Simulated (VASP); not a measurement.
# A VASP 6.6.1 single-point calculation on Ge

INCAR

```
EDIFF = 1E-7
IBRION = -1
GGA = PE
LWAVE = .FALSE.
LCHARG = .FALSE.
NELM = 120
LASPH = .TRUE.
ENCUT = 520
ISIF = 2
AMIX = 0.4
NBANDS = 21
SIGMA = 0.02
NSW = 0
ISMEAR = -1
PREC = Accurate
IMIX = 1
LREAL = .FALSE.
```

KPOINTS

```
KPOINTS created by Atomic Simulation Environment
0
Monkhorst-Pack
8 8 8
0 0 0
```

POSCAR

```
Ge
 1.0000000000000000
     0.0000000000000000    2.6967319606000002    2.9332246577999999
     2.6967319606000002    0.0000000000000000    2.9332246577999999
     2.6967319606000002    2.6967319606000002    0.0000000000000000
 Ge
   2
Cartesian
  0.0000000000000000  0.0000000000000000  0.0000000000000000
  1.3483659802999999  1.3483659802999999  1.4666123288999997
```

The recommended PBE PAW datasets give the neutral cell 28 valence electrons.

Command

```
mpirun -np 1 vasp_std
```

OSZICAR

```
N       E                     dE             d eps       ncg     rms          rms(c)
DAV:   1     0.187939863940E+03    0.18794E+03   -0.14465E+04  6857   0.370E+03
DAV:   2     0.181094922808E+02   -0.16983E+03   -0.16434E+03  6083   0.626E+02
DAV:   3    -0.810354843406E+01   -0.26213E+02   -0.26031E+02  6913   0.141E+02
DAV:   4    -0.895223146277E+01   -0.84868E+00   -0.84814E+00  6891   0.300E+01
DAV:   5    -0.896607551552E+01   -0.13844E-01   -0.13844E-01  6898   0.417E+00    0.344E+00
DAV:   6    -0.889445772465E+01    0.71618E-01   -0.24670E-02  6817   0.142E+00    0.204E+00
DAV:   7    -0.886978034983E+01    0.24677E-01   -0.11630E-02  7975   0.884E-01    0.121E+00
DAV:   8    -0.886185824689E+01    0.79221E-02   -0.37080E-03  8035   0.462E-01    0.723E-01
DAV:   9    -0.885964302955E+01    0.22152E-02   -0.13245E-03  7801   0.268E-01    0.434E-01
DAV:  10    -0.885918218178E+01    0.46085E-03   -0.55452E-04  8000   0.163E-01    0.261E-01
...
DAV:  16    -0.885943132685E+01   -0.14638E-04   -0.50593E-06  5586   0.112E-02    0.148E-02
DAV:  17    -0.885943903517E+01   -0.77083E-05   -0.25434E-06  5461   0.750E-03    0.951E-03
DAV:  18    -0.885944299707E+01   -0.39619E-05   -0.12278E-06  5571   0.525E-03    0.617E-03
DAV:  19    -0.885944499508E+01   -0.19980E-05   -0.61674E-07  5446   0.352E-03    0.405E-03
DAV:  20    -0.885944598435E+01   -0.98927E-06   -0.30074E-07  5531   0.263E-03    0.268E-03
DAV:  21    -0.885944646641E+01   -0.48206E-06   -0.15118E-07  5436   0.174E-03    0.179E-03
DAV:  22    -0.885944669622E+01   -0.22981E-06   -0.73758E-08  5522   0.128E-03    0.120E-03
DAV:  23    -0.885944680332E+01   -0.10710E-06   -0.36756E-08  5051   0.842E-04    0.812E-04
DAV:  24    -0.885944685075E+01   -0.47434E-07   -0.18121E-08  3991   0.639E-04
   1 F= -.88594469E+01 E0= -.88594057E+01  d E =-.822747E-04
```

From OUTCAR

```
k-points           NKPTS =    144   k-points in BZ     NKDIM =    144   number of bands    NBANDS=     21

   NELECT =      28.0000    total number of electrons

   dimension x,y,z NGX =    30 NGY =   30 NGZ =   28
   dimension x,y,z NGXF=    60 NGYF=   60 NGZF=   56

  energy-cutoff  :      520.00
  volume of cell :       42.66
      direct lattice vectors                 reciprocal lattice vectors
     0.000000000  2.696731961  2.933224658    -0.185409602  0.185409602  0.170460861
     2.696731961  0.000000000  2.933224658     0.185409602 -0.185409602  0.170460861
     2.696731961  2.696731961  0.000000000     0.185409602  0.185409602 -0.170460861

 k-points in reciprocal lattice and weights: KPOINTS created by Atomic Simulation Env
   0.06250000  0.06250000  0.06250000       0.004
   0.18750000  0.06250000  0.06250000       0.008
   0.31250000  0.06250000  0.06250000       0.008
   0.43750000  0.06250000  0.06250000       0.008
  -0.43750000  0.06250000  0.06250000       0.008
  -0.31250000  0.06250000  0.06250000       0.008
  -0.18750000  0.06250000  0.06250000       0.008
  -0.06250000  0.06250000  0.06250000       0.008
   ...

 E-fermi :   5.7950

 k-point     1 :       0.0625    0.0625    0.0625
  band No.  band energies     occupation
      1     -19.3248      2.00000
      2     -19.3216      2.00000
      3     -19.3026      2.00000
      4     -19.2726      2.00000
      5     -19.2643      2.00000
      6     -19.0593      2.00000
      7     -19.0351      2.00000
      8     -19.0218      2.00000
      9     -19.0113      2.00000
     10     -19.0032      2.00000
     11      -7.5861      2.00000
     12       4.4907      2.00000
     13       5.3188      2.00000
     14       5.7442      1.85417
     15       6.7551      0.00000
     16       8.2166      0.00000
     17       8.2219      0.00000
     18       8.7029      0.00000
     19      12.4598      0.00000
     20      13.8872      0.00000
     21      15.6120      0.00000

 k-point     2 :       0.1875    0.0625    0.0625
  band No.  band energies     occupation
      1     -19.3326      2.00000
      2     -19.3270      2.00000
      3     -19.3118      2.00000
      4     -19.2528      2.00000
      5     -19.2491      2.00000
      6     -19.0733      2.00000
      7     -19.0514      2.00000
      8     -19.0165      2.00000
      9     -19.0033      2.00000
     10     -18.9951      2.00000
     11      -7.3238      2.00000
     12       2.7027      2.00000
     13       4.6483      2.00000
     14       5.2069      2.00000
     15       7.1654      0.00000
     16       8.5064      0.00000
     17       9.1179      0.00000
     18       9.8470      0.00000
     19      13.0554      0.00000
     20      13.6486      0.00000
     21      14.6260      0.00000

 ...

  Total        2.9510459      2.9510459      1.0370041      0.0000000     -0.0000000      0.0000000
  in kB      110.8244674    110.8244674     38.9439636      0.0000000     -0.0000000      0.0000000
  external PRESSURE =      86.8642995 kB  Pullay stress =       0.0000000 kB

 POSITION                                       TOTAL-FORCE (eV/Angst)
 -----------------------------------------------------------------------------------
      0.00000      0.00000      0.00000         0.000000      0.000000      0.000000
      1.34837      1.34837      1.46661        -0.000000     -0.000000     -0.000000
 -----------------------------------------------------------------------------------
    total drift:                                0.000000      0.000000      0.000000

  FREE ENERGIE OF THE ION-ELECTRON SYSTEM (eV)
  ---------------------------------------------------
  free  energy   TOTEN  =        -8.8594468508 eV

  energy  without entropy=       -8.8593645761  energy(sigma->0) =       -8.85940571
```

It converged. Results: gap between bands v and c on the k mesh 0.10 eV; least direct gap on the k mesh 1.01 eV; pressure 8.7 GPa. Band v is the last that the valence electrons fill when counted band by band, and c is the next.

The shifted mesh misses Γ, so a band edge there is missed.

For comparison, a separate PBE run of the intended cell, on usual settings and not on those above, gives a gap of -0.04 eV on its mesh and a pressure of 8.6 GPa.

The run above took about 86 s on one core of a shared host (Intel Xeon 6975P-C) and held 0.23 GiB at most.
